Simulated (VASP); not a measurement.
# InP (F-43m) in VASP: a series of runs, part 2 of 3

VASP 6.6.1.

## Step 3: Elastic constants, AM05

POSCAR reads:

```
InP
1.0
    0.0000000000      2.9305000000      2.9305000000
    2.9305000000      0.0000000000      2.9305000000
    2.9305000000      2.9305000000      0.0000000000
In P
1 1
Direct
    0.0000000000      0.0000000000      0.0000000000
    0.7500000000      0.7500000000      0.7500000000
```

INCAR.step1 reads:

```
  PREC = Accurate
  ENCUT = 600
  EDIFF = 1E-8
  ISMEAR = 0
  SIGMA = 0.2
  LREAL = F
  LASPH = T
  NELM = 100
  ALGO = Damped
  ISIF = 3
  LWAVE = F
  LCHARG = F
  GGA = AM
  TIME = 0.1
  IMIX = 1
  AMIX = 0.4
  IBRION = 2
  NSW = 40
  EDIFFG = -0.002
```

INCAR.step2 reads:

```
  PREC = Accurate
  ENCUT = 600
  EDIFF = 1E-8
  ISMEAR = 0
  SIGMA = 0.2
  LREAL = F
  LASPH = T
  NELM = 100
  ALGO = Damped
  ISIF = 3
  LWAVE = F
  LCHARG = F
  GGA = AM
  TIME = 0.1
  IMIX = 1
  AMIX = 0.4
  IBRION = 6
  NFREE = 2
  POTIM = 0.015
  NSW = 1
```

KPOINTS reads:

```
regular mesh
0
Gamma
  6 6 6
```

Potentials or basis: VASP PAW PBE potentials, release 54 (In_d, P).

Command:

```console
$ cat potpaw_PBE.54/In_d/POTCAR potpaw_PBE.54/P/POTCAR > POTCAR
$ cp INCAR.step1 INCAR
$ mpirun -np 1 vasp_std > vasp.out
$ cp CONTCAR POSCAR
$ cp INCAR.step2 INCAR
$ mpirun -np 1 vasp_std > vasp.out
```

OUTCAR:

```text
PREC = Accurate
   ENCUT = 600
   EDIFF = 1E-8
   ISMEAR = 0
   LREAL = F
   LASPH = T
   NELM = 100
   ISIF = 3
   GGA = AM
   IMIX = 1
   AMIX = 0.4
   IBRION = 6
   NFREE = 2
   POTIM = 0.015
   NSW = 1

 ion  position               nearest neighbor table
   1  0.000  0.000  0.000-   2 2.55   2 2.55   2 2.55   2 2.55
   2  0.750  0.750  0.750-   1 2.55   1 2.55   1 2.55   1 2.55

  LATTYP: Found a face centered cubic cell.
 ALAT       =     5.8879842522

  Lattice vectors:

 A1 = (   0.0000000000,   2.9439921261,   2.9439921261)
 A2 = (   2.9439921261,   0.0000000000,   2.9439921261)
 A3 = (   2.9439921261,   2.9439921261,   0.0000000000)

Analysis of symmetry for initial positions (statically):
=====================================================================
 Subroutine PRICEL returns:
 Original cell was already a primitive cell.

 Routine SETGRP: Setting up the symmetry group for a
 face centered cubic supercell.

 Subroutine GETGRP returns: Found 24 space group operations
 (whereof 24 operations were pure point group operations)
 out of a pool of 48 trial point group operations.

The static configuration has the point symmetry T_d .

Analysis of symmetry for dynamics (positions and initial velocities):
=====================================================================
 Subroutine PRICEL returns:
 Original cell was already a primitive cell.

 Routine SETGRP: Setting up the symmetry group for a
 face centered cubic supercell.

 Subroutine GETGRP returns: Found 24 space group operations
 (whereof 24 operations were pure point group operations)
 out of a pool of 48 trial point group operations.

The dynamic configuration has the point symmetry T_d .

 Subroutine INISYM returns: Found 24 space group operations
 (whereof 24 operations are pure point group operations),
 and found     1 'primitive' translations

----------------------------------------------------------------------------------------

                                     Primitive cell

  volume of cell :      51.0317

  direct lattice vectors                    reciprocal lattice vectors
     0.000000000  2.943992126  2.943992126    -0.169837411  0.169837411  0.169837411
     2.943992126  0.000000000  2.943992126     0.169837411 -0.169837411  0.169837411
     2.943992126  2.943992126  0.000000000     0.169837411  0.169837411 -0.169837411

  length of vectors
     4.163433592  4.163433592  4.163433592     0.294167024  0.294167024  0.294167024

  position of ions in fractional coordinates (direct lattice)
     0.000000000  0.000000000  0.000000000
[... 300 lines left out ...]

 number of electron      17.9999998 magnetization

 Free energy of the ion-electron system (eV)
  ---------------------------------------------------
  ext. energy  EPLUGINS =         0.00000000
  ---------------------------------------------------
  free energy    TOTEN  =        -8.65157470 eV

  energy without entropy =       -8.65141924  energy(sigma->0) =       -8.65149697

 E-fermi :   5.3534     XC(G=0):  -9.2631

 val. band max:        5.0345382482   @ k =   0.0000   0.0000   0.0000
 cond. band min:       5.6347181730   @ k =   0.0000   0.0000   0.0000
 fundamental gap:      0.6001799248
 Fermi energy:         5.3534389164

 k-point     1 :       0.0000    0.0000    0.0000
  band No.  band energies     occupation
      1      -9.1457      2.00000
      2      -9.1426      2.00000
      3      -9.1389      2.00000
      4      -8.9975      2.00000
      5      -8.9975      2.00000
      6      -6.4137      2.00000
      7       4.9787      1.99194
      8       5.0075      1.98557
      9       5.0345      1.97588
     10       5.6347      0.04670
     11       9.0263      0.00000
     12       9.0426      0.00000
     13       9.0606      0.00000
[... 354 lines left out ...]
  band No.  band energies     occupation
      1      -9.2631      2.00000
      2      -9.0980      2.00000
      3      -9.0845      2.00000
      4      -9.0016      2.00000
      5      -8.9809      2.00000
      6      -4.5916      2.00000
      7      -0.4631      2.00000
      8       2.8442      2.00000
      9       3.6522      2.00000
     10       7.5582      0.00000
     11       9.3900      0.00000
     12      10.6535      0.00000
     13      11.5749      0.00000

 [... further k-points ...]

------------------------ aborting loop because EDIFF is reached ----------------------------------------

  FORCE on cell =-STRESS in cart. coord.  units (eV):
  Direction    XX          YY          ZZ          XY          YZ          ZX
  --------------------------------------------------------------------------------------
  -------------------------------------------------------------------------------------
  Total        0.0016999      0.0040331      0.0040331      0.0000000     -0.1116866      0.0000000
  in kB        0.0533682      0.1266221      0.1266221      0.0000000     -3.5064826      0.0000000
  external PRESSURE =       0.1022041 kB  Pullay stress =       0.0000000 kB
[... 17 lines left out ...]
  FREE ENERGIE OF THE ION-ELECTRON SYSTEM (eV)
  ---------------------------------------------------
  free  energy   TOTEN  =        -8.6515746953 eV

  energy  without entropy=       -8.6514192350  energy(sigma->0) =       -8.65149697

 INTERNAL STRAIN TENSORS FROM STRAINED CELLS
 ============================================

 INTERNAL STRAIN TENSOR FOR ION    1 for displacements in x,y,z  (eV/Angst):
          X           Y           Z          XY          YZ          ZX
  --------------------------------------------------------------------------------
  x    -0.00000    -0.00000    -0.00000     0.00000    -7.45773     0.00000
  y    -0.00000    -0.00000     0.00000    -0.00000     0.00000    -7.45747
  z    -0.00000    -0.00000    -0.00000    -7.45775     0.00000     0.00000

 INTERNAL STRAIN TENSORS FROM DISPLACED ATOMS
 ============================================

 INTERNAL STRAIN TENSOR FOR ION    1 for displacements in x,y,z  (eV/Angst):
          X           Y           Z          XY          YZ          ZX
  --------------------------------------------------------------------------------
  x    -0.00000     0.00000     0.00000     0.00000    -7.44611     0.00000
  y     0.00000    -0.00000     0.00000     0.00000     0.00000    -7.44611
  z     0.00000     0.00000    -0.00000    -7.44611     0.00000     0.00000

 INTERNAL STRAIN TENSOR FOR ION    2 for displacements in x,y,z  (eV/Angst):
          X           Y           Z          XY          YZ          ZX
  --------------------------------------------------------------------------------
  x    -0.00000     0.00000     0.00000     0.00000     7.44777     0.00000
  y     0.00000    -0.00000     0.00000     0.00000     0.00000     7.44777
  z     0.00000     0.00000    -0.00000     7.44777     0.00000     0.00000

 Eigenvectors and eigenvalues of the dynamical matrix
 ----------------------------------------------------

   1 f  =    8.783239 THz    55.186721 2PiTHz  292.977333 cm-1    36.324543 meV
             X         Y         Z           dx          dy          dz
      0.000000  0.000000  0.000000     0.460239    0.000000    0.000000
      4.415988  4.415988  4.415988    -0.887795    0.000000    0.000000
[... 21 lines left out ...]
   6 f/i=    0.006769 THz     0.042531 2PiTHz    0.225789 cm-1     0.027994 meV
             X         Y         Z           dx          dy          dz
      0.000000  0.000000  0.000000     0.000000    0.000000    0.887795
      4.415988  4.415988  4.415988     0.000000    0.000000    0.460239

--------------------------------------------------------------------------------------------------------

 ELASTIC MODULI CONTR FROM IONIC RELAXATION (kBar)
 Direction    XX          YY          ZZ          XY          YZ          ZX
 --------------------------------------------------------------------------------
 XX          -0.0000      0.0000      0.0000      0.0000     -0.0000      0.0000
 YY           0.0000     -0.0000      0.0000     -0.0000      0.0000     -0.0000
 ZZ           0.0000      0.0000     -0.0000     -0.0000      0.0000      0.0000
 XY           0.0000     -0.0000     -0.0000   -226.3672      0.0000      0.0000
 YZ          -0.0000      0.0000      0.0000      0.0000   -226.3672      0.0000
 ZX           0.0000     -0.0000      0.0000      0.0000      0.0000   -226.3672
 --------------------------------------------------------------------------------

 TOTAL ELASTIC MODULI (kBar)
 Direction    XX          YY          ZZ          XY          YZ          ZX
 --------------------------------------------------------------------------------
 XX         940.1306    501.5146    501.5146      0.0000     -0.0000     -0.0000
 YY         501.5146    940.1306    501.5146      0.0000      0.0000     -0.0000
 ZZ         501.5146    501.5146    940.1306     -0.0000      0.0000      0.0000
 XY           0.0000      0.0000     -0.0000    441.3928      0.0000      0.0000
 YZ          -0.0000      0.0000      0.0000      0.0000    441.3928      0.0000
 ZX          -0.0000     -0.0000      0.0000      0.0000      0.0000    441.3928
 --------------------------------------------------------------------------------
```

Wall time 24 min (1 thread of AMD EPYC 9R14 (Zen 4), shared host); peak memory 0.31 GiB.

Results:

```yaml
Relaxed_volume: 25.52 Å³/atom
Relaxed_cell: a = 4.163 Å, b = 4.163 Å, c = 4.163 Å, α = 60.00°, β = 60.00°, γ = 60.00°
Space_group_after_relaxing_to_0.05_Å: F-43m (No. 216)
Elastic_constants_C11_C12_C44: 94, 50, 44 GPa
Voigt_bulk_modulus: 65 GPa
Highest_phonon_frequency_at_Γ_LO-TO_splitting_left_out: 293 cm⁻¹
```

The path:
```tsv
step	energy change (eV)	largest force (eV/Å)	pressure (GPa)	volume (Å³)
1	0.0000	0.0000	0.93	50.33
2	-0.0015	0.0000	-0.45	51.40
3	-0.0020	0.0000	0.01	51.03
```

Final structure:
```
CELL_PARAMETERS angstrom
0.00000 2.94399 2.94399
2.94399 0.00000 2.94399
2.94399 2.94399 0.00000
ATOMIC_POSITIONS crystal
In 0.00000 0.00000 0.00000
P 0.75000 0.75000 0.75000
```

Phonon frequencies in cm⁻¹ (negative: imaginary):
```csv
q point,frequencies
"(0.000, 0.000, 0.000)",0 0 0 293 293 293
```

Elastic tensor in Voigt notation (GPa, in the Cartesian axes of the cell as first typed):
```
94 50 50  0  0  0
50 94 50  0  0  0
50 50 94  0  0  0
 0  0  0 44  0  0
 0  0  0  0 44  0
 0  0  0  0  0 44
```

Clamped-ion elastic tensor (GPa):
```
94 50 50  0  0  0
50 94 50  0  0  0
50 50 94  0  0  0
 0  0  0 67  0  0
 0  0  0  0 67  0
 0  0  0  0  0 67
```

Caveat: the PAW data sets were made with another functional, which shifts forces and pressure a little.

## Step 4: Band structure, HSE06

POSCAR is that of step 3.

INCAR.step1 reads:

```
PREC     = Accurate       # precision mode
ENCUT    = 520            # plane-wave cutoff, eV
EDIFF    = 1E-5           # SCF threshold, eV
ISMEAR   = 0              # smearing method
SIGMA    = 0.02           # smearing width, eV
LREAL    = False          # projectors in reciprocal space
LASPH    = True           # aspherical terms in the spheres
NELM     = 60             # most SCF steps
ALGO     = Normal         # electronic algorithm
ISIF     = 2              # what is computed and relaxed
LWAVE    = True           # write WAVECAR
LCHARG   = False          # write CHGCAR
NBANDS   = 16             # bands
GGA      = PE             # functional
KPAR     = 4
```

INCAR.step2 reads:

```
PREC     = Accurate       # precision mode
ENCUT    = 520            # plane-wave cutoff, eV
EDIFF    = 1E-7           # SCF threshold, eV
ISMEAR   = 0              # smearing method
SIGMA    = 0.02           # smearing width, eV
LREAL    = False          # projectors in reciprocal space
LASPH    = True           # aspherical terms in the spheres
NELM     = 60             # most SCF steps
ALGO     = Normal         # electronic algorithm
ISIF     = 2              # what is computed and relaxed
LWAVE    = False          # write WAVECAR
LCHARG   = False          # write CHGCAR
GGA      = PE             # functional
LHFCALC  = True           # exact exchange
HFSCREEN = 0.2            # screening, 1/A
PRECFOCK = Fast         
NBANDS   = 16             # bands
ISTART   = 1            
KPAR     = 4
```

KPOINTS is that of step 3.

KPOINTS_OPT reads:

```
path GXWKGLUWLK,UX
8
line-mode
reciprocal
 0.0000000000  0.0000000000  0.0000000000  G
 0.5000000000  0.0000000000  0.5000000000  X

 0.5000000000  0.0000000000  0.5000000000  X
 0.5000000000  0.2500000000  0.7500000000  W

 0.5000000000  0.2500000000  0.7500000000  W
 0.3750000000  0.3750000000  0.7500000000  K

 0.3750000000  0.3750000000  0.7500000000  K
 0.0000000000  0.0000000000  0.0000000000  G

 0.0000000000  0.0000000000  0.0000000000  G
 0.5000000000  0.5000000000  0.5000000000  L

 0.5000000000  0.5000000000  0.5000000000  L
 0.6250000000  0.2500000000  0.6250000000  U

 0.6250000000  0.2500000000  0.6250000000  U
 0.5000000000  0.2500000000  0.7500000000  W

 0.5000000000  0.2500000000  0.7500000000  W
 0.5000000000  0.5000000000  0.5000000000  L

 0.5000000000  0.5000000000  0.5000000000  L
 0.3750000000  0.3750000000  0.7500000000  K

 0.6250000000  0.2500000000  0.6250000000  U
 0.5000000000  0.0000000000  0.5000000000  X
```

Potentials or basis: VASP PAW PBE potentials, release 64 (In_d, P).

Command:

```console
$ cat potpaw_PBE.64/In_d/POTCAR potpaw_PBE.64/P/POTCAR > POTCAR
$ cp INCAR.step1 INCAR
$ mpirun -np 4 vasp_std > vasp.out
$ cp INCAR.step2 INCAR
$ mpirun -np 4 vasp_std > vasp.out
```

Wall time 37 min (4 MPI ranks of AMD EPYC 7R13 (Zen 3), shared host); peak memory 0.34 GiB.

The run converged. Its results:

```
Free energy             : -10.0111 eV
Pressure                : 1.3 GPa
Band gap on the k mesh  : 1.52 eV, direct
Band gap along the path : 1.52 eV, direct
```

Levels at the corners of the path, in eV from the valence-band top:
```tsv
point	band 7	band 8	band 9	band 10	band 11	band 12
Γ	0.00	0.00	0.00	1.52	4.94	4.94
X	-6.25	-2.54	-2.54	2.38	3.01	10.44
X	-6.25	-2.54	-2.54	2.38	3.01	10.44
W	-6.06	-3.23	-3.16	5.06	5.42	6.53
W	-6.06	-3.23	-3.16	5.06	5.42	6.53
K	-6.08	-3.61	-2.12	3.07	5.31	8.57
K	-6.08	-3.61	-2.12	3.07	5.31	8.57
Γ	0.00	0.00	0.00	1.52	4.94	4.94
Γ	0.00	0.00	0.00	1.52	4.94	4.94
L	-6.26	-1.06	-1.06	2.27	5.67	5.67
L	-6.26	-1.06	-1.06	2.27	5.67	5.67
U	-6.08	-3.61	-2.12	3.07	5.31	8.57
U	-6.08	-3.61	-2.12	3.07	5.31	8.57
W	-6.06	-3.23	-3.16	5.06	5.42	6.53
W	-6.06	-3.23	-3.16	5.06	5.42	6.53
L	-6.26	-1.06	-1.06	2.27	5.67	5.67
L	-6.26	-1.06	-1.06	2.27	5.67	5.67
K	-6.08	-3.61	-2.12	3.07	5.31	8.57
U	-6.08	-3.61	-2.12	3.07	5.31	8.57
X	-6.25	-2.54	-2.54	2.38	3.01	10.44
```

Caveat: the PAW data sets were made with another functional, which shifts forces and pressure a little; spin-orbit coupling is left out, which moves the levels of the heavy elements.

## Step 5: Band structure, HSE03

POSCAR is that of step 4.

INCAR.step1 is that of step 4.

Changes to INCAR.step2 since step 4:

```diff
@@ -14,3 +14,3 @@
 LHFCALC  = True           # exact exchange
-HFSCREEN = 0.2            # screening, 1/A
+HFSCREEN = 0.3            # screening, 1/A
 PRECFOCK = Fast
```

KPOINTS is that of step 4.

KPOINTS_OPT is that of step 4.

Command:

```console
$ cat potpaw_PBE.64/In_d/POTCAR potpaw_PBE.64/P/POTCAR > POTCAR
$ cp INCAR.step1 INCAR
$ mpirun -np 4 vasp_std > vasp.out
$ cp INCAR.step2 INCAR
$ mpirun -np 4 vasp_std > vasp.out
```

Wall time 29 min (4 MPI ranks of AMD EPYC 7R13 (Zen 3), shared host); peak memory 0.34 GiB.

It converged, with:

```
Free energy             : -9.6715 eV
Pressure                : 1.7 GPa
Band gap on the k mesh  : 1.34 eV, direct
Band gap along the path : 1.34 eV, direct
```

Levels at the corners of the path, in eV from the valence-band top:
| point | band 6 | band 7 | band 8 | band 9 | band 10 | band 11 | band 12 | band 13 |
| --- | --- | --- | --- | --- | --- | --- | --- | --- |
| Γ | -12.63 | 0.00 | 0.00 | 0.00 | 1.34 | 4.73 | 4.73 | 4.73 |
| X | -10.06 | -6.15 | -2.50 | -2.50 | 2.21 | 2.82 | 10.19 | 10.67 |
| X | -10.06 | -6.15 | -2.50 | -2.50 | 2.21 | 2.82 | 10.19 | 10.67 |
| W | -9.98 | -5.97 | -3.17 | -3.10 | 4.86 | 5.19 | 6.30 | 6.84 |
| W | -9.98 | -5.97 | -3.17 | -3.10 | 4.86 | 5.19 | 6.30 | 6.84 |
| K | -10.07 | -5.98 | -3.54 | -2.08 | 2.88 | 5.09 | 8.34 | 8.38 |
| K | -10.07 | -5.98 | -3.54 | -2.08 | 2.88 | 5.09 | 8.34 | 8.38 |
| Γ | -12.63 | 0.00 | 0.00 | 0.00 | 1.34 | 4.73 | 4.73 | 4.73 |
| Γ | -12.63 | 0.00 | 0.00 | 0.00 | 1.34 | 4.73 | 4.73 | 4.73 |
| L | -10.77 | -6.15 | -1.04 | -1.04 | 2.09 | 5.46 | 5.46 | 7.83 |
| L | -10.77 | -6.15 | -1.04 | -1.04 | 2.09 | 5.46 | 5.46 | 7.83 |
| U | -10.07 | -5.98 | -3.54 | -2.08 | 2.88 | 5.09 | 8.34 | 8.38 |
| U | -10.07 | -5.98 | -3.54 | -2.08 | 2.88 | 5.09 | 8.34 | 8.38 |
| W | -9.98 | -5.97 | -3.17 | -3.10 | 4.86 | 5.19 | 6.30 | 6.84 |
| W | -9.98 | -5.97 | -3.17 | -3.10 | 4.86 | 5.19 | 6.30 | 6.84 |
| L | -10.77 | -6.15 | -1.04 | -1.04 | 2.09 | 5.46 | 5.46 | 7.83 |
| L | -10.77 | -6.15 | -1.04 | -1.04 | 2.09 | 5.46 | 5.46 | 7.83 |
| K | -10.07 | -5.98 | -3.54 | -2.08 | 2.88 | 5.09 | 8.34 | 8.38 |
| U | -10.07 | -5.98 | -3.54 | -2.08 | 2.88 | 5.09 | 8.34 | 8.38 |
| X | -10.06 | -6.15 | -2.50 | -2.50 | 2.21 | 2.82 | 10.19 | 10.67 |

Caveat: the PAW data sets were made with another functional, which shifts forces and pressure a little; spin-orbit coupling is left out, which moves the levels of the heavy elements.

(Continued in part 3 of 3.)
